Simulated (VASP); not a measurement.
**TiSe2: density of states with PBE**

The system is TiSe2.

```
Ti Se
1.0
     3.48353    0.00000    0.00000
    -1.74177    3.01683    0.00000
     0.00000    0.00000    5.85705
Ti Se
1 2
Direct
  0.00000 0.00000 0.00000
  0.33333 0.66667 0.26520
  0.66667 0.33333 0.73480
```

```yaml
Program: VASP 6.6.1
Task: density of states
Functional: PBE
Potentials_or_basis: VASP PAW PBE potentials, release 64 (Ti_sv, Se)
Cutoff: 520 eV
k_mesh: 12 × 12 × 6
Occupations: methfessel-paxton, width 0.1 eV
Spin: no spin polarisation
k_mesh_for_the_DOS: 18 × 18 × 9
Occupations_for_the_DOS: tetrahedron
Further_INCAR_settings: ALGO = Normal; EDIFF = 1e-06; NBANDS = 19
```

| Property | Result |
| --- | --- |
| Valence electrons inside the program's atomic spheres | Ti 10.20; Se 3.88 |

Levels at points of the mesh, in eV from the Fermi level:
| k point | band 10 | band 11 | band 12 | band 13 | band 14 | band 15 |
| --- | --- | --- | --- | --- | --- | --- |
| (0.00, 0.00, 0.00) | 0.37 | 0.50 | 0.50 | 0.57 | 0.60 | 0.60 |
| (0.50, 0.00, 0.00) | -2.87 | -2.25 | -1.44 | 0.04 | 1.46 | 1.88 |

States per cell in windows of 1 eV (zero at the Fermi level; states under -8 eV left out):
```tsv
from (eV)	total	Ti1_d	Se2_p	Se3_p	Ti1_s	Ti1_p	Se2_d
-8.0	0.00	0.00	0.00	0.00	0.00	0.00	0.00
-7.0	0.00	0.00	0.00	0.00	0.00	0.00	0.00
-6.0	0.51	0.03	0.09	0.09	0.03	0.00	0.00
-5.0	2.58	0.19	0.47	0.47	0.06	0.05	0.00
-4.0	1.72	0.18	0.32	0.32	0.04	0.04	0.01
-3.0	4.05	0.89	0.78	0.78	0.02	0.06	0.02
-2.0	2.37	0.34	0.52	0.52	0.01	0.06	0.01
-1.0	0.86	0.20	0.18	0.18	0.00	0.02	0.00
0.0	1.91	1.21	0.11	0.11	0.01	0.01	0.02
1.0	4.11	3.02	0.21	0.21	0.02	0.02	0.01
2.0	1.44	0.87	0.11	0.11	0.00	0.01	0.02
3.0	2.58	1.47	0.27	0.27	0.01	0.01	0.03
4.0	0.04	0.02	0.00	0.00	0.00	0.00	0.00
5.0	0.32	0.02	0.01	0.01	0.02	0.01	0.02
6.0	1.43	0.07	0.04	0.04	0.12	0.05	0.09
7.0	1.87	0.11	0.08	0.08	0.11	0.08	0.11
```

Run time: 97 s on 4 MPI ranks on Intel(R) Xeon(R) Platinum 8488C (Sapphire Rapids) (shared host), peak memory 0.42 GiB a rank.
